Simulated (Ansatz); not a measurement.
Runs of Ansatz 0.2.0 on TaN. Symmetry: Fm-3m, No. 225, cubic system. The conventional cell has a = 4.423 Å, b = 4.423 Å, c = 4.423 Å, α = 90.00°, β = 90.00°, γ = 90.00°. Ta (site symmetry m-3m) is surrounded by 6 N at 2.21 Å. N (site symmetry m-3m) is surrounded by 6 Ta at 2.21 Å. The cell comes from a database or a generator and needn't be the stable form of this composition.

```tsv
level	U	hubbard projectors	double counting	gap on the mesh (eV)	pressure (GPa)
r2SCAN+U	Ta d U = 1 eV	ortho-atomic (the default)	fll (the default)	none	(c)
r2SCAN+U	Ta d U = 6 eV	ortho-atomic (the default)	fll (the default)	none	(b)
r2SCAN+U	Ta d U = 5 eV	ortho-atomic (the default)	fll (the default)	none	(a)
r2SCAN+U	Ta d U = 8 eV	ortho-atomic (the default)	fll (the default)	none	2.5
r2SCAN+U	Ta d U = 4 eV	ortho-atomic (the default)	fll (the default)	none	-2.4
r2SCAN+U	Ta d U = 3 eV	ortho-atomic (the default)	fll (the default)	none	-3.4
r2SCAN+U	Ta d U = 2 eV	ortho-atomic (the default)	fll (the default)	none	-4.4
r2SCAN	-	-	-	none	-6.2
```

Alike in all rows: task projected density of states; potentials or basis Ansatz PAW; no spin polarisation; cell as given; k mesh 10 × 10 × 10; cutoff (eV) 500; smearing fermi-dirac 0.05 eV.

Task: Fill in the values left out.

Result: (a) -1.3; (b) -0.1; (c) -5.3.

Caveats: the PAW data sets come from PBE, with cores solved anew for the run's functional, which leaves a small shift of forces and pressure; the density of states is complete only up to the lowest level of the last band computed; U without spin polarisation on a metal has little footing (some runs).

A k mesh can miss the band edges, and the runs leave out spin-orbit coupling on Ta.

A gap of «none» marks a metal or a gap under the smearing width.

Runs at the PBE level aren't shown here.
